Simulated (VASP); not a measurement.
Set up this calculation in VASP 6.6.1, as the native input.

| Property | Result |
| --- | --- |
| Task | relaxation of cell and atoms |
| Functional | PBE |
| Potentials or basis | VASP PAW PBE potentials, release 64 (Ca_sv, O) |
| Cutoff | 520 eV |
| k mesh | 8 × 8 × 8 |
| Occupations | gaussian, width 0.1 eV |
| Spin | no spin polarisation |
| Target pressure | 0.0001 GPa |
| Further INCAR settings | ALGO = Fast; EDIFF = 1e-07; IBRION = 2; EDIFFG = -0.002; NSW = 80; ISIF = 3 |
| Target pressure | 0.0001 GPa |

The structure of CaO lies in POSCAR:

```
CaO                                     
1.0
    2.9380000621     -0.0000000000     -0.0000000000
    0.0000000000      2.9380000621      0.0000000000
    0.0000000000      0.0000000000      2.9380000621
  Ca              O             
     1     1
Direct
     0.0000000000000000    0.0000000000000000    1.0000000000000000
     0.5000000000000000    0.5000000000000000    0.5000000000000000
```

The cell was built by a generator and needn't be a form met in nature.

These files were run (other wordings do the same):

INCAR

```
SYSTEM = CaO
PREC = Accurate
ENCUT = 520
EDIFF = 1E-7
ISMEAR = 0
SIGMA = 0.1
LREAL = .False.
LASPH = .True.
NELM = 100
ALGO = Fast
ISIF = 3
LWAVE = .False.
LCHARG = .False.
GGA = PE
IBRION = 2
NSW = 80
EDIFFG = -0.002
PSTRESS = 0.001
```

KPOINTS

```
Automatic mesh
0
Gamma
  8 8 8
  0 0 0
```

Potentials or basis: VASP PAW PBE potentials, release 64 (Ca_sv, O).

The run is started by

```sh
$ cat potpaw_PBE.64/Ca_sv/POTCAR potpaw_PBE.64/O/POTCAR > POTCAR
$ mpirun -np 1 vasp_std > vasp.out
```

It gave:

```json
{
 "Relaxed volume": "12.70 Å³/atom",
 "Relaxed cell": "a = 2.939 Å, b = 2.939 Å, c = 2.939 Å, α = 90.00°, β = 90.00°, γ = 90.00°",
 "Space group after relaxing (to 0.05 Å)": "Pm-3m (No. 221)",
 "Energy change on relaxing (the enthalpy is what falls)": "-0.0 meV/atom",
 "Ionic steps": "3",
 "Pressure after relaxing": "0.0 GPa",
 "Band gap on the k mesh": "2.77 eV, indirect (least direct gap 3.08 eV)"
}
```

Caveat: the cell is relaxed towards a set pressure, so the enthalpy falls and the energy may rise.

It took 16 s on 1 thread of Intel(R) Xeon(R) Platinum 8488C (Sapphire Rapids), on a shared host, peak memory 0.14 GiB.
